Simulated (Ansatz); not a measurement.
## BN at 50 GPa: from Born charge to LO–TO splitting and polaron coupling

These are results of Ansatz, DFT PBEsol, scalar-relativistic, plane waves, PAW, not measurements. Settings: 420 eV plane-wave cutoff, Γ-centred 14×14×14 mesh, fixed occupations. No spin polarisation. Phonons by linear response, acoustic sum rule imposed.

The cell, relaxed at 50 GPa:
```cif
data_structure
_symmetry_space_group_name_H-M 'F-43m'
_symmetry_Int_Tables_number 216
_cell_length_a 3.4796
_cell_length_b 3.4796
_cell_length_c 3.4796
_cell_angle_alpha 90.000
_cell_angle_beta 90.000
_cell_angle_gamma 90.000
_cell_volume 42.13
loop_
_atom_site_label
_atom_site_type_symbol
_atom_site_symmetry_multiplicity
_atom_site_Wyckoff_symbol
_atom_site_fract_x
_atom_site_fract_y
_atom_site_fract_z
_atom_site_occupancy
B1 B 4 b 0.00000 0.00000 0.50000 1
N1 N 4 c 0.25000 0.75000 0.75000 1
```

Other phases may be more stable at this pressure.

Linear response gives ν_TO = 1191.0 cm⁻¹, Born charges ±1.850 e (positive on B) and ε∞ = 4.541. The primitive cell holds 10.532 Å³, and the masses are 10.810 and 14.007 amu.

Q: Find ν_LO and the static dielectric constant.

A: The long-wave field adds a restoring force: ω_LO² − ω_TO² = Z*²e²/(ε_vac ε∞ μV). In these units ν_LO² − ν_TO² = 4.92064×10⁷ Z*²/(μ V ε∞) cm⁻², with μ = m₁m₂/(m₁ + m₂) = 6.101 amu: 577361 cm⁻². So ν_LO = √(1191.0² + 577361) = 1412.7 cm⁻¹, and the run gives 1412.7. Lyddane–Sachs–Teller then gives ε0 = ε∞ (ν_LO/ν_TO)² = 6.39, against 6.39 in the run (it forms both from the same three quantities, so the match checks the arithmetic only). Between ν_TO and ν_LO the dielectric function is negative and an undamped crystal reflects fully: a reststrahlen band from 7.1 to 8.4 μm.

Q: What do the Clausius–Mossotti polarisability and the Szigeti charge come to?

A: With the Lorentz local field, α = (3V/4π)(ε∞ − 1)/(ε∞ + 2) = 1.36 Å³ for the pair, and e_S = 3Z*/(ε∞ + 2) = 0.85 e. The Born charge includes the electrons' response to the dipole's own local field, and e_S takes that enhancement out. The Lorentz field assumes point-like polarisable ions, a poor picture once ε∞ is this large, since the electron clouds then overlap or are shared, so both numbers are formal here.

Q: How strongly does a slow electron couple to the LO mode?

A: For one isotropic parabolic band, Fröhlich's constant is α_F = (1/ε∞ − 1/ε0) √(m* Ry/ħω_LO), with Ry = 13.606 eV, ħω_LO = 175.2 meV and m* in free-electron masses: α_F = 0.0637 × 8.81 × √m* = 0.56 √m*. The band mass isn't part of this run; for m* = 0.1, 0.3 and 1 it gives 0.18, 0.31, 0.56. In weak coupling the polaron lies α_F ħω_LO below the band edge (54 meV at m* = 0.3) with a mass m*(1 + α_F/6); past α_F of about 5 or 6 that expansion fails. A semilocal functional's ε∞ tends to be too large, which taken alone lowers α_F.

Cost: 1 run of about 1.7 core-minutes, on Arm Neoverse V1 (shared hosts).

The wide LO–TO splitting reflects a polar covalent bond between two light atoms, and doesn't by itself imply strong electron–phonon coupling. Stiff sp³ bonds and a small reduced mass put both modes high, while the Born charge of 1.850 e, a dynamical quantity and not a static ionic charge, supplies the long-range field that lifts the LO branch. The lattice part of the static screening depends on that charge and on the restoring force, but not on the masses. The stiff bonds therefore keep it modest, and ε0 rises only from 4.541 to 6.39.

This small dielectric contrast, together with the large LO quantum, keeps the Fröhlich constant below one for every band mass tried, which points to weakly dressed, extended carriers rather than carriers self-trapped by the polar coupling. For real carriers the estimate is only a guide: cubic BN has anisotropic conduction valleys near X and a degenerate valence-band top, so neither electrons nor holes fit a single isotropic band.
